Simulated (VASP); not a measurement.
# Ag (Fm-3m) in VASP: a series of runs

The runs below take Ag through density of states, optical spectrum, with r2SCAN.

All numbers are computed with VASP 6.6.1; they aren't measurements. Logs are shortened: lines on timing, memory, paths and dates and some standing lists are left out, and cuts for length are marked.

**1. The structure**

Symmetry: Fm-3m, No. 225, cubic system. The conventional cell has a = 4.106 Å, b = 4.106 Å, c = 4.106 Å, α = 90.00°, β = 90.00°, γ = 90.00°. Ag (site symmetry m-3m) has 12 Ag at 2.90 Å as nearest neighbours.

**2. Density of states, r2SCAN**

The input, INCAR:

```
SYSTEM = Ag
  PREC = Accurate
  ENCUT = 520
  EDIFF = 1E-7
  ISMEAR = -5
  SIGMA = 0.1
  LREAL = .FALSE.
  LASPH = .TRUE.
  NELM = 60
  ALGO = Normal
  ISIF = 2
  LWAVE = .FALSE.
  LCHARG = .FALSE.
  LMAXMIX = 4
  METAGGA = R2SCAN
  LMIXTAU = .TRUE.
  LORBIT = 11
  NBANDS = 12
  NEDOS = 1001
```

The input, KPOINTS:

```
regular mesh
0
G
  18 18 18
  0 0 0
```

The input, POSCAR:

```
Ag                                      
1.0
    0.0000000000      2.0528211044      2.0528211044
    2.0528211044     -0.0000000000      2.0528211044
    2.0528211044      2.0528211044      0.0000000000
  Ag            
     1
Direct
     0.0000000000000000    0.0000000000000000    0.0000000000000000
```

Potentials or basis: VASP PAW PBE potentials, release 64 (Ag).

Run with:

```sh
$ cat potpaw_PBE.64/Ag/POTCAR > POTCAR
$ mpirun -np 1 vasp_std > vasp.out
```

OUTCAR:

```text
SYSTEM = Ag
   PREC = Accurate
   ENCUT = 520
   EDIFF = 1E-7
   ISMEAR = -5
   LREAL = .FALSE.
   LASPH = .TRUE.
   NELM = 60
   ISIF = 2
   METAGGA = R2SCAN
   LORBIT = 11

 ion  position               nearest neighbor table
   1  0.000  0.000  0.000-

  LATTYP: Found a face centered cubic cell.
 ALAT       =     4.1056422088

  Lattice vectors:

 A1 = (   0.0000000000,   2.0528211044,   2.0528211044)
 A2 = (   2.0528211044,   0.0000000000,   2.0528211044)
 A3 = (   2.0528211044,   2.0528211044,   0.0000000000)

Analysis of symmetry for initial positions (statically):
=====================================================================
 Subroutine PRICEL returns:
 Original cell was already a primitive cell.

 Routine SETGRP: Setting up the symmetry group for a
 face centered cubic supercell.

 Subroutine GETGRP returns: Found 48 space group operations
 (whereof 48 operations were pure point group operations)
 out of a pool of 48 trial point group operations.

The static configuration has the point symmetry O_h .

Analysis of symmetry for dynamics (positions and initial velocities):
=====================================================================
 Subroutine PRICEL returns:
 Original cell was already a primitive cell.

 Routine SETGRP: Setting up the symmetry group for a
 face centered cubic supercell.

 Subroutine GETGRP returns: Found 48 space group operations
 (whereof 48 operations were pure point group operations)
 out of a pool of 48 trial point group operations.

The dynamic configuration has the point symmetry O_h .

 Subroutine INISYM returns: Found 48 space group operations
 (whereof 48 operations are pure point group operations),
 and found     1 'primitive' translations

----------------------------------------------------------------------------------------

                                     Primitive cell

  volume of cell :      17.3015

  direct lattice vectors                    reciprocal lattice vectors
     0.000000000  2.052821104  2.052821104    -0.243567254  0.243567254  0.243567254
     2.052821104  0.000000000  2.052821104     0.243567254 -0.243567254  0.243567254
     2.052821104  2.052821104  0.000000000     0.243567254  0.243567254 -0.243567254

  length of vectors
     2.903127447  2.903127447  2.903127447     0.421870860  0.421870860  0.421870860

  position of ions in fractional coordinates (direct lattice)
     0.000000000  0.000000000  0.000000000

  ion indices of the primitive-cell ions
   primitive index   ion index
                 1           1

----------------------------------------------------------------------------------------

 KPOINTS: regular mesh

Automatic generation of k-mesh.
 Grid dimensions read from file:
 generate k-points for:   18   18   18

 Generating k-lattice:

  Cartesian coordinates                     Fractional coordinates (reciprocal lattice)
    -0.013531514  0.013531514  0.013531514     0.055555556  0.000000000  0.000000000
     0.013531514 -0.013531514  0.013531514     0.000000000  0.055555556  0.000000000
     0.013531514  0.013531514 -0.013531514     0.000000000  0.000000000  0.055555556

  Length of vectors
     0.023437270  0.023437270  0.023437270

  Shift w.r.t. Gamma in fractional coordinates (k-lattice)
     0.000000000  0.000000000  0.000000000

 TETIRR: Found    806 inequivalent tetrahedra from    34992

 Subroutine IBZKPT returns following result:
 ===========================================

 Found    195 irreducible k-points:

 Following reciprocal coordinates:
            Coordinates               Weight
  0.000000  0.000000  0.000000      1.000000
  0.055556  0.000000  0.000000      8.000000
  0.111111  0.000000  0.000000      8.000000
  0.166667  0.000000  0.000000      8.000000
  0.222222  0.000000  0.000000      8.000000
  0.277778  0.000000  0.000000      8.000000
[... 16 lines left out ...]
 -0.277778  0.055556  0.000000     24.000000
 -0.222222  0.055556  0.000000     24.000000
 [... further k-points ...]
   k-points           NKPTS =    195   k-points in BZ     NKDIM =    195   number of bands    NBANDS=     12
   number of dos      NEDOS =   1001   number of ions     NIONS =      1
   total plane-waves  NPLWV =  13824
   dimension x,y,z NGX =    24 NGY =   24 NGZ =   24
   dimension x,y,z NGXF=    48 NGYF=   48 NGZF=   48
   ions per type =               1
   NGX,Y,Z   is equivalent  to a cutoff of  13.74, 13.74, 13.74 a.u.
   NGXF,Y,Z  is equivalent  to a cutoff of  27.49, 27.49, 27.49 a.u.
 SYSTEM =  Ag
   PREC   = accura    normal or accurate (medium, high low for compatibility)
   ISTART =      0    job   : 0-new  1-cont  2-samecut
   ICHARG =      2    charge: 1-file 2-atom 10-const
   ISPIN  =      1    spin polarized calculation?
   LNONCOLLINEAR =      F non collinear calculations
   LSORBIT =      F    spin-orbit coupling
   LASPH  =      T    aspherical Exc in radial PAW
   ENCUT  =  520.0 eV  38.22 Ry    6.18 a.u.   5.40  5.40  5.40*2*pi/ulx,y,z
   NELM   =     60;   NELMIN=  2; NELMDL= -5     # of ELM steps
   EDIFF  = 0.1E-06   stopping-criterion for ELM
   LREAL  =      F    real-space projection
   EDIFFG = 0.1E-05   stopping-criterion for IOM
   NSW    =      0    number of steps for IOM
   IBRION =     -1    ionic relax: 0-MD 1-quasi-New 2-CG
   NFREE  =      0    steps in history (QN), initial steepest desc. (CG)
   ISIF   =      2    stress and relaxation
   ISYM   =      2    0-nonsym 1-usesym 2-fastsym
   POTIM  = 0.5000    time-step for ionic-motion
   TEBEG  =    0.0;   TEEND  =   0.0 temperature during run
   PSTRESS=    0.0 pullay stress
   NELECT =      11.0000    total number of electrons
   NUPDOWN=      -1.0000    fix difference up-down
   EMIN   =  10.00;   EMAX   =-10.00  energy-range for DOS
   EFERMI =   0.00;   METHOD = LEGACY
   ISMEAR =    -5;   SIGMA  =   0.10  broadening in eV -4-tet -1-fermi 0-gaus
   EFERMI_NEDOS =   21; number of points for ismear=-14 and -15
   IALGO  =     38    algorithm
   IMIX   =      4    mixing-type and parameters
     AMIX     =   0.40;   BMIX     =  1.00
     AMIX_MAG =   1.60;   BMIX_MAG =  1.00
  volume/ion in A,a.u.               =      17.30       116.76
  Fermi-wavevector in a.u.,A,eV,Ry     =   1.407704  2.660174 26.961714  1.981630
  Thomas-Fermi vector in A             =   2.529936
   LORBIT       =     11    0 simple, 1 ext, 2 COOP (PROOUT), +10 PAW based schemes
   METAGGA = R2SCAN    functional components
   LHFCALC =     F    Hartree Fock is set to
   AEXX    =    0.0000 exact exchange contribution
   IVDW    =     0    specifies the selected vdW correction
   LEPSILON=     F    determine dielectric tensor
   LRPA    =     F    only Hartree local field effects (RPA)
 non-spin polarized calculation
 Fermi weights with tetrahedron method with Bloechl corrections
  energy-cutoff  :      520.00
  volume of cell :       17.30
 maximum number of plane-waves:       486
 NGX is ok and might be reduce to    24
   NGX = 11   NGY = 11   NGZ = 11

 number of electron      10.9999999 magnetization

 Free energy of the ion-electron system (eV)
  ---------------------------------------------------
  ext. energy  EPLUGINS =         0.00000000
  ---------------------------------------------------
  free energy    TOTEN  =       -21.35793560 eV

  energy without entropy =      -21.35793560  energy(sigma->0) =      -21.35793560

 E-fermi :   8.2876     XC(G=0): -12.8680

 val. band max:        8.1650618419   @ k =   0.5000   0.1667   0.0556
 cond. band min:       8.3187287564   @ k =   0.5000   0.3333   0.1111
 fundamental gap:      0.1536669145
 Fermi energy:         8.2876145289

 k-point     1 :       0.0000    0.0000    0.0000
  band No.  band energies     occupation
      1       0.3818      2.00000
      2       3.1440      2.00000
      3       3.1440      2.00000
      4       3.1440      2.00000
      5       4.1617      2.00000
      6       4.1617      2.00000
      7      24.8471      0.00000
      8      28.4855      0.00000
      9      28.4855      0.00000
     10      28.4855      0.00000
     11      33.4095      0.00000
     12      34.3639      0.00000

 k-point     2 :       0.0556    0.0000    0.0000
  band No.  band energies     occupation
      1       0.4806      2.00000
      2       3.1220      2.00000
      3       3.1710      2.00000
      4       3.1710      2.00000
      5       4.1514      2.00000
      6       4.1514      2.00000
      7      24.8578      0.00000
      8      27.6061      0.00000
      9      28.5168      0.00000
     10      28.5168      0.00000
     11      33.4616      0.00000
     12      34.2715      0.00000

 k-point     3 :       0.1111    0.0000    0.0000
  band No.  band energies     occupation
      1       0.7649      2.00000
      2       3.0726      2.00000
      3       3.2411      2.00000
      4       3.2411      2.00000
      5       4.1315      2.00000
      6       4.1315      2.00000
      7      24.5441      0.00000
      8      26.1819      0.00000
      9      28.5891      0.00000
     10      28.5891      0.00000
     11      32.6153      0.00000
     12      33.9281      0.00000

 k-point     4 :       0.1667    0.0000    0.0000
  band No.  band energies     occupation
      1       1.1830      2.00000
      2       3.0595      2.00000
      3       3.3186      2.00000
      4       3.3186      2.00000
      5       4.1370      2.00000
      6       4.1370      2.00000
      7      22.9326      0.00000
      8      25.7583      0.00000
      9      28.6344      0.00000
     10      28.6344      0.00000
     11      31.8851      0.00000
     12      33.2893      0.00000

 k-point     5 :       0.2222    0.0000    0.0000
  band No.  band energies     occupation
      1       1.5836      2.00000
      2       3.2485      2.00000
      3       3.3507      2.00000
      4       3.3507      2.00000
      5       4.2168      2.00000
      6       4.2168      2.00000
      7      20.7783      0.00000
      8      25.5938      0.00000
      9      28.5445      0.00000
     10      28.5445      0.00000
     11      31.7026      0.00000
     12      32.5596      0.00000
[... 228 lines left out ...]
      1       1.7080      2.00000
      2       3.1416      2.00000
      3       3.1984      2.00000
      4       4.6806      2.00000
      5       4.7492      2.00000
      6       6.7555      2.00000
      7      13.8096      0.00000
      8      24.1378      0.00000
      9      26.0147      0.00000
     10      27.3423      0.00000
     11      31.6670      0.00000
     12      32.0204      0.00000

 k-point    22 :      -0.3333    0.0556    0.0000
  band No.  band energies     occupation
      1       1.7819      2.00000
      2       3.2094      2.00000
      3       3.2598      2.00000
      4       4.4112      2.00000
      5       4.5400      2.00000
      6       5.6261      2.00000
      7      15.7621      0.00000
      8      24.3870      0.00000
      9      26.3534      0.00000
     10      28.2689      0.00000
     11      31.4801      0.00000
     12      31.7273      0.00000

 k-point    23 :      -0.2778    0.0556    0.0000
  band No.  band energies     occupation
      1       1.8341      2.00000
      2       3.2749      2.00000
      3       3.3331      2.00000
      4       3.8921      2.00000
      5       4.3117      2.00000
      6       4.8726      2.00000
      7      17.8929      0.00000
      8      24.6993      0.00000
      9      26.8785      0.00000
     10      29.3255      0.00000
     11      31.1785      0.00000
     12      31.3364      0.00000

 k-point    24 :      -0.2222    0.0556    0.0000
  band No.  band energies     occupation
      1       1.7495      2.00000
      2       3.2032      2.00000
      3       3.3855      2.00000
      4       3.4379      2.00000
      5       4.1199      2.00000
      6       4.4994      2.00000
      7      20.1053      0.00000
      8      25.0042      0.00000
      9      27.4312      0.00000
     10      30.0099      0.00000
     11      30.6928      0.00000
     12      31.6646      0.00000

 [... further k-points ...]

------------------------ aborting loop because EDIFF is reached ----------------------------------------

  FORCE on cell =-STRESS in cart. coord.  units (eV):
  Direction    XX          YY          ZZ          XY          YZ          ZX
  --------------------------------------------------------------------------------------
  -------------------------------------------------------------------------------------
  Total       -0.0016276     -0.0016276     -0.0016276     -0.0000000      0.0000000     -0.0000000
  in kB       -0.1507240     -0.1507240     -0.1507240     -0.0000000      0.0000000     -0.0000000
  external PRESSURE =      -0.1507240 kB  Pullay stress =       0.0000000 kB

 VOLUME and BASIS-vectors are now :
 -----------------------------------------------------------------------------
  energy-cutoff  :      520.00
  volume of cell :       17.30
      direct lattice vectors                 reciprocal lattice vectors
     0.000000000  2.052821104  2.052821104    -0.243567254  0.243567254  0.243567254
     2.052821104  0.000000000  2.052821104     0.243567254 -0.243567254  0.243567254
     2.052821104  2.052821104  0.000000000     0.243567254  0.243567254 -0.243567254

 POSITION                                       TOTAL-FORCE (eV/Angst)
 -----------------------------------------------------------------------------------
      0.00000      0.00000      0.00000         0.000000     -0.000000      0.000000
 -----------------------------------------------------------------------------------
    total drift:                               -0.000000      0.000000     -0.000000

  FREE ENERGIE OF THE ION-ELECTRON SYSTEM (eV)
  ---------------------------------------------------
  free  energy   TOTEN  =       -21.3579355969 eV

  energy  without entropy=      -21.3579355969  energy(sigma->0) =      -21.35793560

 total charge

# of ion       s       p       d       tot
------------------------------------------
    1        0.441   0.289   9.178   9.908
```

Run time: 61 s. Hardware: 1 thread of Intel Xeon 6975P-C (Granite Rapids), shared host; peak memory 0.17 GiB.

What came out:

* Free energy: -21.3579 eV
* Pressure: 0.0 GPa
* Band gap on the k mesh: none (metal or under the smearing width)
* Valence electrons inside the program's atomic spheres: Ag 9.91

Levels at points of the mesh, in eV from the Fermi level:
| k point | band 4 | band 5 | band 6 | band 7 | band 8 | band 9 |
| --- | --- | --- | --- | --- | --- | --- |
| (0.00, 0.00, 0.00) | -5.14 | -4.13 | -4.13 | 16.56 | 20.20 | 20.20 |
| (0.50, 0.00, 0.00) | -3.33 | -3.33 | -0.35 | 3.57 | 15.80 | 18.40 |
| (0.50, 0.50, 0.00) | -3.12 | -3.12 | 1.68 | 6.80 | 11.00 | 11.00 |

States per cell in windows of 1 eV (zero at the Fermi level; states under -8 eV left out):
| from (eV) | total | Ag1_d | Ag1_s | Ag1_p |
| --- | --- | --- | --- | --- |
| -8.0 | 0.06 | 0.00 | 0.03 | 0.00 |
| -7.0 | 1.79 | 1.31 | 0.17 | 0.03 |
| -6.0 | 2.66 | 2.27 | 0.05 | 0.06 |
| -5.0 | 3.28 | 2.94 | 0.04 | 0.06 |
| -4.0 | 2.58 | 2.44 | 0.02 | 0.02 |
| -3.0 | 0.20 | 0.10 | 0.03 | 0.02 |
| -2.0 | 0.22 | 0.08 | 0.04 | 0.04 |
| -1.0 | 0.24 | 0.07 | 0.04 | 0.06 |
| 0.0 | 0.26 | 0.06 | 0.04 | 0.07 |
| 1.0 | 0.26 | 0.05 | 0.04 | 0.08 |
| 2.0 | 0.22 | 0.04 | 0.03 | 0.08 |
| 3.0 | 0.21 | 0.04 | 0.04 | 0.06 |
| 4.0 | 0.30 | 0.06 | 0.09 | 0.06 |
| 5.0 | 0.31 | 0.06 | 0.07 | 0.08 |
| 6.0 | 0.29 | 0.05 | 0.07 | 0.07 |
| 7.0 | 0.38 | 0.07 | 0.10 | 0.08 |

Caveat: the PAW data sets were made with another functional, which shifts forces and pressure a little; tetrahedron occupations give inexact forces and stress in metals.

(Continued in part 2 of 2.)
